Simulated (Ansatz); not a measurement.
The system is GaSb.

```
Sb Ga
1.0
     0.00000    3.05900    3.05900
     3.05900    0.00000    3.05900
     3.05900    3.05900    0.00000
Sb Ga
1 1
Direct
  0.75000 0.75000 0.75000
  0.00000 0.00000 0.00000
```

- Program: Ansatz 0.2.0
- Task: relaxation of cell and atoms
- Functional: BLYP
- Potentials or basis: all-electron LAPW, scalar-relativistic
- Basis error allowed: 0.001 eV/atom
- k mesh: 8 × 8 × 8
- Occupations: fermi-dirac, width 0.05 eV
- Spin: no spin polarisation

At the start: volume 28.62 Å³/atom.

Q: How do energy, volume and symmetry change on relaxing?

A: Over 5 steps the energy falls by 51.5 meV/atom and the volume is 32.07 Å³/atom (+12.0 %); space group F-43m (No. 216, to 0.05 Å).

Step by step:
| step | energy change (eV) | largest force (eV/Å) | volume (Å³) |
| --- | --- | --- | --- |
| 1 | 0.0000 | 0.0000 | 57.25 |
| 2 | -0.0999 | 0.0000 | 65.52 |
| 3 | -0.1028 | 0.0000 | 64.43 |
| 4 | -0.1030 | 0.0000 | 64.14 |
| 5 | -0.1030 | 0.0000 | 64.14 |

Final structure:
```
Sb Ga
1.0
     0.00000    3.17715    3.17715
     3.17715    0.00000    3.17715
     3.17715    3.17715    0.00000
Sb Ga
1 1
Cartesian
  4.7657 4.7657 4.7657
  0.0000 0.0000 0.0000
```

Caveat: the volume moved by +12 % from the deposited cell, more than functionals usually miss.
